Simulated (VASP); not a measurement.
Here is a VASP 6.6.1 calculation.

Contents of run.py:

```python
from ase import Atoms
from ase.calculators.vasp import Vasp
from ase.dft.bandgap import bandgap

atoms = Atoms(
    ['Sc'],
    cell=[[-1.9172054859, 1.9172054859, 1.717603], [1.9172054859, -1.9172054859, 1.717603], [1.9172054859, 1.9172054859, -1.717603]],
    scaled_positions=[[0.0, 0.0, 0.0]],
    pbc=True,
)
calc = Vasp(
    directory='calc',
    xc='pbe',
    pp='PBE',
    setups='recommended',
    prec='Accurate',
    encut=520,
    ediff=1e-06,
    ismear=0,
    sigma=0.02,
    lreal=False,
    lasph=True,
    nelm=60,
    algo='Fast',
    isif=2,
    lwave=False,
    lcharg=False,
    kpts=[10, 10, 10],
    gamma=True,
    nbands=12,
)
atoms.calc = calc

print('energy (eV):', atoms.get_potential_energy())
print('free energy (eV):', atoms.get_potential_energy(force_consistent=True))
print('forces (eV/A):')
print(atoms.get_forces())
print('stress (eV/A^3, Voigt):', atoms.get_stress())
print('Fermi level (eV):', calc.get_fermi_level())
gap, top, bottom = bandgap(calc)
print('band gap (eV):', gap, 'from (spin, k, band)', top, 'to', bottom)
```

Potentials or basis: VASP PAW PBE potentials, release 64 (Sc_sv).

Run with:

```sh
$ python run.py
```

(1) What does it give for the pressure?

(2) Predict the band gap on the k mesh.

Results:

(1) -0.8 GPa.

(2) none (metal or under the smearing width).
